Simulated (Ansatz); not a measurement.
The system is TiSi.

```xyz
2
Lattice="1.8162 -2.1176 0.0000 1.8162 2.1176 0.0000 0.0000 0.0000 3.8039" Properties=species:S:1:pos:R:3 pbc="T T T"
Ti    1.8162    0.0000    0.0000
Si    0.0000    0.0000    1.9020
```

The cell comes from a database or a generator and needn't be the stable form of this composition.

- Program: Ansatz 0.2.0
- Task: relaxation of cell and atoms
- Functional: PBEsol0
- Potentials or basis: Ansatz PAW
- Cutoff: 420 eV (not typed: the program's choice for these potentials)
- k mesh: 5 × 5 × 4
- Occupations: fermi-dirac, width 0.05 eV
- Spin: no spin polarisation

At the start: volume 14.63 Å³/atom.

**Question.** How do energy, volume and symmetry change on relaxing?

**Answer.** It ends after 7 steps and the volume is 14.25 Å³/atom (-2.6 %); space group Cmmm (No. 65, to 0.05 Å).

Step by step:
| step | energy change (eV) | largest force (eV/Å) | volume (Å³) |
| --- | --- | --- | --- |
| 1 | 0.0000 | 0.0000 | 29.26 |
| 2 | -0.0238 | 0.0000 | 28.09 |
| 3 | -0.0425 | 0.0000 | 28.28 |
| 4 | -0.0593 | 0.0000 | 28.46 |
| 5 | -0.0618 | 0.0000 | 28.54 |
| 6 | -0.0618 | 0.0000 | 28.50 |
| 7 | -0.0617 | 0.0000 | 28.50 |

Final structure:
```
Ti Si
1.0
     1.77490   -2.18428    0.00000
     1.77490    2.18428    0.00000
     0.00000    0.00000    3.67602
Ti Si
1 1
Cartesian
  1.7749 0.0000 0.0000
  0.0000 0.0000 1.8380
```

Caveat: the k mesh is coarse (spacing up to 0.46 Å⁻¹), so the values aren't converged, least of all with exact exchange; the plane-wave basis is chosen anew once the cell has moved, so the energies of steps on either side of that aren't comparable; the PAW data sets come from PBE, with cores solved anew for the run's functional, which leaves a small shift of forces and pressure.
